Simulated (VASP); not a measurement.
# FeSi23 (a cell with a defect) in VASP: notebook, part 2 of 2

VASP 6.6.1. The steps go on from the part before.

### 3 Single point, PBEsol+U, collinear spin, ferromagnetic start

INCAR reads:

```
PREC     = Accurate       # precision mode
ENCUT    = 350            # plane-wave cutoff, eV
EDIFF    = 1E-5           # SCF threshold, eV
ISMEAR   = 0              # smearing method
SIGMA    = 0.03           # smearing width, eV
LREAL    = Auto         
LASPH    = True           # aspherical terms in the spheres
NELM     = 120            # most SCF steps
ALGO     = Normal         # electronic algorithm
ISIF     = 2              # what is computed and relaxed
LWAVE    = False          # write WAVECAR
LCHARG   = False          # write CHGCAR
ISPIN    = 2              # spin polarisation
MAGMOM   = 2 0 0 0 0 0 0 0 0 0 0 0 0 0 0 0 0 0 0 0 0 0 0 0 # initial moments
LORBIT   = 11             # projections on sites
LMAXMIX  = 4              # l up to which the mixer works
LDAU     = True           # DFT+U
LDAUTYPE = 2            
LDAUL    = 2 -1           # shell
LDAUU    = 4 0            # U, eV
LDAUJ    = 0 0          
LDAUPRINT= 1            
GGA      = PS             # functional
ISYM     = 0            
KPAR     = 4
```

KPOINTS reads:

```
Automatic mesh
0
Gamma
  2 3 3
```

POSCAR reads:

```
FeSi23                                  
1.0
    0.0000000000      8.1555000000      8.1555000000
    5.4370000000      0.0000000000      5.4370000000
    5.4370000000      5.4370000000      0.0000000000
  Fe              Si            
     1    23
Direct
     0.0058304299341811    0.9963129132198052    0.9971838237051394
     0.9989388419068346    0.9997981975322898    0.5011342740929375
     0.9995710441281461    0.5030265224236389    0.9963860869409474
     0.9997808333433440    0.5012756140674179    0.4990638431356888
     0.3322001881649680    0.0010350643538519    0.9998531846947606
     0.3336445172963653    0.0002180597850626    0.4986004663256958
     0.3344086201471982    0.4995639268249047    0.9984121977388263
     0.3345136260157844    0.5003928753980619    0.4980109503772201
     0.6697536276068724    0.0009837392452812    0.9998182121696770
     0.6668942432014546    0.0012115265127810    0.4987486533728890
     0.6679076517404792    0.4997812776175996    0.9992863249859935
     0.6679819922106514    0.5007820779935410    0.4987851142140794
     0.0820304751186139    0.1288874920333951    0.1267116756760744
     0.0838395441802438    0.1269983011519113    0.6207232550343779
     0.0847488275343407    0.6200821361669774    0.1252716667255989
     0.0848001221078804    0.6252359549838968    0.6220212865678801
     0.4187297145582536    0.1240428075317042    0.1230577952800020
     0.4159935545192845    0.1255837956567977    0.6247138356455699
     0.4171504789346612    0.6255805726383816    0.1233996596363579
     0.4177899662436515    0.6251190336962110    0.6233063476836346
     0.7539868623979333    0.1247876261576089    0.1240566239567413
     0.7491715493494971    0.1258885157408391    0.6253579110221851
     0.7499853317296685    0.6265058063380790    0.1239811753414351
     0.7502069576296895    0.6264331629299602    0.6246706356763017
```

Potentials or basis: VASP PAW PBE potentials, release 64 (Fe, Si).

The run is started by

```bash
cat potpaw_PBE.64/Fe/POTCAR potpaw_PBE.64/Si/POTCAR > POTCAR
mpirun -np 4 vasp_std > vasp.out
```

OUTCAR:

```text
PREC = Accurate
   ENCUT = 350
   EDIFF = 1E-5
   ISMEAR = 0
   LREAL = Auto
   LASPH = True
   NELM = 120
   ISIF = 2
   ISPIN = 2
   LORBIT = 11
   GGA = PS
   ISYM = 0

 ion  position               nearest neighbor table
   1  0.006  0.996  0.997-  15 2.36  14 2.36  13 2.36  21 2.37
   2  0.999  1.000  0.501-  14 2.35  13 2.35  16 2.35  22 2.35
   3  1.000  0.503  0.996-  15 2.35  13 2.35  16 2.35  23 2.35
   4  1.000  0.501  0.499-  15 2.35  14 2.35  24 2.35  16 2.35
   5  0.332  0.001  1.000-  18 2.36  13 2.36  19 2.36  17 2.36
   6  0.334  0.000  0.499-  14 2.35  18 2.35  20 2.35  17 2.36
[... 16 lines left out ...]
  23  0.750  0.627  0.124-   3 2.35   9 2.35  11 2.35  12 2.35
  24  0.750  0.626  0.625-   4 2.35  11 2.35  10 2.35  12 2.35

IMPORTANT INFORMATION: All symmetrisations will be switched off!
NOSYMM: (Re-)initialisation of all symmetry stuff for point group C_1.

----------------------------------------------------------------------------------------

                                     Primitive cell

  volume of cell :     482.1690

  direct lattice vectors                    reciprocal lattice vectors
     0.000000000  8.155500000  8.155500000    -0.061308320  0.061308320  0.061308320
     5.437000000  0.000000000  5.437000000     0.091962479 -0.091962479  0.091962479
     5.437000000  5.437000000  0.000000000     0.091962479  0.091962479 -0.091962479

  length of vectors
    11.533618708  7.689079139  7.689079139     0.106189124  0.159283687  0.159283687

  position of ions in fractional coordinates (direct lattice)
     0.005830430  0.996312913  0.997183824
     0.998938842  0.999798198  0.501134274
     0.999571044  0.503026522  0.996386087
     0.999780833  0.501275614  0.499063843
     0.332200188  0.001035064  0.999853185
     0.333644517  0.000218060  0.498600466
[... 16 lines left out ...]
     0.749985332  0.626505806  0.123981175
     0.750206958  0.626433163  0.624670636

  ion indices of the primitive-cell ions
   primitive index   ion index
                 1           1
[... 827 lines left out ...]
     61       8.7506      0.00000
     62       8.9017      0.00000
 Fermi energy:         5.7376919648

 spin component 2

 k-point     1 :       0.0000    0.0000    0.0000
  band No.  band energies     occupation
      1      -6.2966      1.00000
      2      -4.9996      1.00000
      3      -4.8523      1.00000
      4      -4.0374      1.00000
      5      -3.9837      1.00000
      6      -3.8824      1.00000
[... 639 lines left out ...]
     61       8.7613      0.00000
     62       8.9219      0.00000
 [bands above 62 left out]

------------------------ aborting loop because EDIFF is reached ----------------------------------------

  FORCE on cell =-STRESS in cart. coord.  units (eV):
  Direction    XX          YY          ZZ          XY          YZ          ZX
  --------------------------------------------------------------------------------------
  -------------------------------------------------------------------------------------
  Total        0.3088666     -0.2277182     -0.1720375      0.0167888     -0.3994638     -0.0230498
  in kB        1.0263186     -0.7566746     -0.5716557      0.0557867     -1.3273600     -0.0765910
  external PRESSURE =      -0.1006705 kB  Pullay stress =       0.0000000 kB

 VOLUME and BASIS-vectors are now :
 -----------------------------------------------------------------------------
  energy-cutoff  :      350.00
  volume of cell :      482.17
      direct lattice vectors                 reciprocal lattice vectors
     0.000000000  8.155500000  8.155500000    -0.061308320  0.061308320  0.061308320
     5.437000000  0.000000000  5.437000000     0.091962479 -0.091962479  0.091962479
     5.437000000  5.437000000  0.000000000     0.091962479  0.091962479 -0.091962479

 POSITION                                       TOTAL-FORCE (eV/Angst)
 -----------------------------------------------------------------------------------
     10.83864      5.46924      5.46450         0.006823      0.018027      0.032112
      8.16057     10.87151     13.58275        -0.034724     -0.036440      0.021673
      8.15231     13.56935     10.88696        -0.026226      0.033144     -0.038919
      5.43885     10.86712     10.87915        -0.040153      0.019824     -0.001100
      5.44183      8.14546      2.71489        -0.029877      0.018067      0.011333
      2.71208      5.43193      2.72222        -0.011788     -0.040217      0.019766
[... 16 lines left out ...]
      4.08040      6.79059      9.52282        -0.000716      0.021416      0.027510
      6.80225      9.51465      9.52423        -0.001058     -0.016893     -0.007809
 -----------------------------------------------------------------------------------
    total drift:                                0.000160     -0.005193     -0.005657

  FREE ENERGIE OF THE ION-ELECTRON SYSTEM (eV)
  ---------------------------------------------------
  free  energy   TOTEN  =      -135.7573594026 eV

  energy  without entropy=     -135.7558494013  energy(sigma->0) =     -135.75660440

 total charge

# of ion       s       p       d       tot
------------------------------------------
    1        0.502   0.423   6.178   7.102
    2        0.758   0.924   0.000   1.683
    3        0.758   0.926   0.000   1.684
    4        0.756   0.930   0.000   1.686
    5        0.756   0.927   0.000   1.683
    6        0.753   0.933   0.000   1.686
[... 16 lines left out ...]
   23        0.752   0.940   0.000   1.692
   24        0.751   0.941   0.000   1.692
--------------------------------------------------
tot         17.923  21.813   6.178  45.913

 magnetization (x)

# of ion       s       p       d       tot
------------------------------------------
    1        0.032   0.048   2.980   3.060
    2        0.002   0.003   0.000   0.004
    3        0.001   0.003   0.000   0.004
    4        0.003  -0.002   0.000   0.000
    5        0.004   0.002   0.000   0.005
    6        0.002   0.002   0.000   0.004
[... 16 lines left out ...]
   23       -0.000  -0.001   0.000  -0.001
   24        0.000  -0.001   0.000  -0.001
--------------------------------------------------
tot          0.047  -0.075   2.980   2.951
```

OSZICAR:

```text
N       E                     dE             d eps       ncg     rms          rms(c)
DAV:   1     0.259203298427E+03    0.25920E+03   -0.29969E+04  2560   0.952E+02
DAV:   2    -0.107987459157E+03   -0.36719E+03   -0.34688E+03  2872   0.179E+02
DAV:   3    -0.138250340341E+03   -0.30263E+02   -0.29353E+02  3280   0.505E+01
[... 20 lines left out ...]
DAV:  24    -0.135757032037E+03   -0.30174E-03   -0.14053E-03  3752   0.258E-01    0.139E-01
DAV:  25    -0.135757274697E+03   -0.24266E-03   -0.43738E-04  3608   0.110E-01    0.877E-02
DAV:  26    -0.135757334998E+03   -0.60300E-04   -0.43300E-04  3616   0.132E-01    0.308E-02
DAV:  27    -0.135757359047E+03   -0.24049E-04   -0.55731E-05  2776   0.427E-02    0.231E-02
DAV:  28    -0.135757359403E+03   -0.35592E-06   -0.22207E-05  2264   0.318E-02
   1 F= -.13575736E+03 E0= -.13575660E+03  d E =-.151000E-02  mag=     3.1131
```

It took 3.2 min on 4 MPI ranks of Intel Xeon 6975P-C (Granite Rapids), shared host; peak memory 0.63 GiB.

What came out:

| Item | Value |
| --- | --- |
| Free energy | -135.7574 eV |
| Pressure | 0.0 GPa |
| Largest force | 0.200 eV/Å |
| Band gap on the k mesh | none (metal or under the smearing width) |
| Net moment | 3.11 μB per cell |
| Site moments | Fe +3.06; Si +0.00, +0.01, -0.00, -0.03, -0.04, -0.02 μB |
| Valence electrons inside the program's atomic spheres | Fe 7.10; Si 1.68, 1.69 |

Forces in eV/Å, atoms in the order of the input:
```
Fe   0.007  0.018  0.032
Si  -0.035 -0.036  0.022
Si  -0.026  0.033 -0.039
Si  -0.040  0.020 -0.001
Si  -0.030  0.018  0.011
Si  -0.012 -0.040  0.020
Si  -0.016  0.023 -0.037
Si  -0.005  0.013 -0.006
Si  -0.018 -0.038 -0.036
Si   0.000  0.005  0.009
Si  -0.013  0.013 -0.012
Si   0.008 -0.009 -0.025
Si   0.024  0.042  0.022
Si  -0.012  0.040  0.005
Si  -0.008 -0.005  0.054
Si   0.023  0.000  0.009
Si   0.006  0.043  0.044
Si  -0.010 -0.019  0.005
Si   0.011 -0.026 -0.026
Si   0.027 -0.016 -0.013
Si   0.135 -0.112 -0.096
Si  -0.013  0.031  0.038
Si  -0.001  0.021  0.028
Si  -0.001 -0.017 -0.008
```

Stress tensor (GPa, compression positive):
```
 0.10  0.01 -0.01
 0.01 -0.08 -0.13
-0.01 -0.13 -0.06
```

Levels at points of the mesh, in eV from the Fermi level:
Spin up:
```tsv
k point	band 49	band 50	band 51	band 52	band 53	band 54	band 55	band 56
(0.00, 0.00, 0.00)	-0.57	-0.55	0.40	0.59	0.62	0.77	0.81	0.84
(0.50, 0.00, 0.00)	-0.65	-0.60	-0.60	0.58	0.59	0.64	0.64	0.73
```
Spin down:
```tsv
k point	band 45	band 46	band 47	band 48	band 49	band 50	band 51	band 52
(0.00, 0.00, 0.00)	-1.00	-0.62	-0.51	-0.43	0.33	0.58	0.72	0.78
(0.50, 0.00, 0.00)	-1.06	-0.90	-0.60	-0.55	0.22	0.28	0.49	0.65
```

Eigenvalues of the final occupation matrices:
```csv
site,spin,trace,eigenvalues
site 1 d,1,4.59,0.90 0.91 0.92 0.93 0.93
site 1 d,2,1.61,0.02 0.02 0.34 0.47 0.76
```

Caveat: the PAW data sets were made with another functional, which shifts forces and pressure a little; the U is typed as a test and isn't derived for this compound. The state reached can hang on the start; a lower one may exist.
